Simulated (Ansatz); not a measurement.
Bi:

```
Bi
1.0
    -1.98143    1.98143    1.98143
     1.98143   -1.98143    1.98143
     1.98143    1.98143   -1.98143
Bi
1
Direct
  0.00000 0.00000 0.00000
```

This isn't the form of Bi at room conditions, which is rhombohedral.

```yaml
Program: Ansatz 0.2.0
Task: relaxation of cell and atoms
Functional: LDA
Potentials_or_basis: all-electron LAPW, scalar-relativistic
Basis_error_allowed: 0.001 eV/atom
k_mesh: 9 × 9 × 9
Occupations: fermi-dirac, width 0.05 eV
Spin: no spin polarisation
```

At the start: volume 31.12 Å³/atom.

Question: Where does the relaxation end?

Answer: Over 5 steps the energy falls by 19.0 meV/atom and the volume is 29.36 Å³/atom (-5.7 %); space group Im-3m (No. 229, to 0.05 Å).

The path:
```
step  energy change (eV)  largest force (eV/Å)  volume (Å³)
   1              0.0000                0.0000        31.12
   2             -0.0173                0.0000        28.87
   3             -0.0190                0.0000        29.40
   4             -0.0190                0.0000        29.36
   5             -0.0190                0.0000        29.36
```

Final structure:
```
Bi
1.0
    -1.94336    1.94336    1.94336
     1.94336   -1.94336    1.94336
     1.94336    1.94336   -1.94336
Bi
1
Direct
  0.00000 0.00000 0.00000
```
